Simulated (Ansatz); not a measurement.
# Si, space group I4/mmm: a band structure

Program: Ansatz 0.2.0, Python API.

`POSCAR`
```text
Si
1.0
  -3.32544429    3.32544429    1.92238566
   3.32544429   -3.32544429    1.92238566
   3.32544429    3.32544429   -1.92238566
Si
4
Direct
   0.17880106    0.17880106    0.35760212
   0.82119894    0.82119894    0.64239788
   0.17880106    0.82119894    0.00000000
   0.82119894    0.17880106    0.00000000
```

Interactive session:
```pycon
>>> import ansatz as az
>>> from ase.io import read
>>> import numpy as np
>>> FUNCTIONAL = 'pbe'
>>> MESH = (8, 8, 8)
>>> OCCUPATIONS = 'fermi_dirac'
>>> WIDTH_EV = 0.05
>>> SCF_TOL = 1e-10
>>> EXTRA_BANDS = 6
>>> atoms = read('POSCAR', format='vasp')
>>> xtal = az.Crystal.from_ase(atoms)
>>> len(xtal.resolved().sites)
4
>>> path = [
...     ('G', (0.0, 0.0, 0.0)),
...     ('X', (0.0, 0.0, 0.5)),
...     ('M', (-0.5, 0.5, 0.5)),
...     ('G', (0.0, 0.0, 0.0)),
...     ('Z', (0.33355, 0.33355, -0.33355)),
... ]
>>> calc = (
...     xtal.calculation()
...     .functional(FUNCTIONAL)
...     .kpoints(*MESH)
...     .occupations(OCCUPATIONS, width=WIDTH_EV)
...     .scf(tolerance=SCF_TOL)
...     .band_structure([point for _, point in path], intervals=8)
...     .scf(extra_bands=EXTRA_BANDS)
... )
>>> outcome = calc.run()
DeckWarning: basis.ecutwfc = 420 eV, auto-derived from the records' recommended cutoffs: set by Si (normal level)
>>> r = outcome.report
>>> [(site.symbol, site.position_frac.round(4).tolist()) for site in outcome.lattice.sites]
[(<Element.SI: 'Si'>, [0.1788, 0.1788, 0.3576]), (<Element.SI: 'Si'>, [0.8212, 0.8212, 0.6424]), (<Element.SI: 'Si'>, [0.1788, 0.8212, 0.0]), (<Element.SI: 'Si'>, [0.8212, 0.1788, 0.0])]
>>> r['converged'], r['free_energy_ev']
(True, -2542.8303503763173)
>>> print('%-22s %14.5f eV' % ('F = E - TS', r['free_energy_ev']))
F = E - TS                -2542.83035 eV
>>> print('%-22s %14.5f eV' % ('E', r['internal_energy_ev']))
E                         -2542.83007 eV
>>> print('%-22s %14.5f eV' % ('Harris-Foulkes', r['harris_foulkes_ev']))
Harris-Foulkes            -2542.83035 eV
>>> print('%-22s %14.5f eV' % ('Fermi level', r['fermi_energy_ev']))
Fermi level                   5.95495 eV
>>> bands = outcome.band_structure()
>>> fermi = bands.fermi_energy_ev
>>> print(f'zero of the bands: {fermi:.3f} eV, the Fermi level found on the SCF mesh')
zero of the bands: 5.955 eV, the Fermi level found on the SCF mesh
>>> for spin, channel in enumerate(bands.channels):
...     levels = channel.eigenvalues_ev - fermi
...     crossing = [b for b in range(levels.shape[1]) if levels[:, b].min() < 0 < levels[:, b].max()]
...     print(f'channel {spin}: bands that cross the Fermi level on this path:', [b + 1 for b in crossing] or 'none')
...     shown = crossing or sorted(np.argsort(np.abs(levels).min(axis=0))[:2])
...     for k, row in zip(bands.kpoints_frac, levels[:, shown]):
...         print(f'{k[0]:7.3f} {k[1]:7.3f} {k[2]:7.3f}  ', ' '.join(f'{e:8.3f}' for e in row))
...
channel 0: bands that cross the Fermi level on this path: none
  0.000   0.000   0.000     -1.620   -0.686
  0.000   0.000   0.062     -1.625   -0.835
  0.000   0.000   0.125     -1.640   -1.183
  0.000   0.000   0.188     -1.661   -1.597
  0.000   0.000   0.250     -1.912   -1.687
  0.000   0.000   0.313     -2.002   -1.711
  0.000   0.000   0.375     -2.072   -1.732
  0.000   0.000   0.438     -2.021   -1.746
  0.000   0.000   0.500     -2.003   -1.750
 -0.063   0.063   0.500     -1.789   -1.618
 -0.125   0.125   0.500     -1.396   -1.379
 -0.188   0.188   0.500     -1.126   -1.009
 -0.250   0.250   0.500     -0.883   -0.683
 -0.313   0.313   0.500     -0.669   -0.433
 -0.375   0.375   0.500     -0.500   -0.260
 -0.438   0.438   0.500     -0.345   -0.159
 -0.500   0.500   0.500     -0.125   -0.125
 -0.438   0.438   0.438     -0.427   -0.257
 -0.375   0.375   0.375     -0.614   -0.596
 -0.312   0.312   0.312     -1.063   -0.857
 -0.250   0.250   0.250     -1.576   -1.103
 -0.188   0.188   0.188     -1.926   -1.318
 -0.125   0.125   0.125     -1.595   -1.483
 -0.062   0.062   0.062     -1.585   -0.980
  0.000   0.000   0.000     -1.620   -0.686
  0.042   0.042  -0.042     -2.020   -0.755
  0.083   0.083  -0.083     -2.751   -0.979
  0.125   0.125  -0.125     -3.284   -1.375
  0.167   0.167  -0.167     -3.400   -1.915
  0.208   0.208  -0.208     -3.167   -2.530
  0.250   0.250  -0.250     -2.729   -2.729
  0.292   0.292  -0.292     -2.177   -2.177
  0.334   0.334  -0.334     -1.578   -1.578
```

Reading the output:
- Absolute energies stand on the zero of these potentials, so only differences at equal settings mean something. A total without «per atom» is that of the cell as typed.
- The computed bands are complete only to about 3.1 eV above the Fermi level.
- An absolute Fermi energy rests on an arbitrary zero of the periodic potential and has no direct meaning.
- An opening on this mesh may only mean that it misses a point where bands touch.
- This isn't the structure that Si takes at ambient conditions.
- Gaps and levels are Kohn-Sham values on a finite set of k-points.
- Warnings are shown shortened and without file and line.
- Processor time in the engine: 4.2 s on 1 thread of Intel(R) Xeon(R) Processor @ 2.30GHz (shared host), peak memory 0.58 GiB.
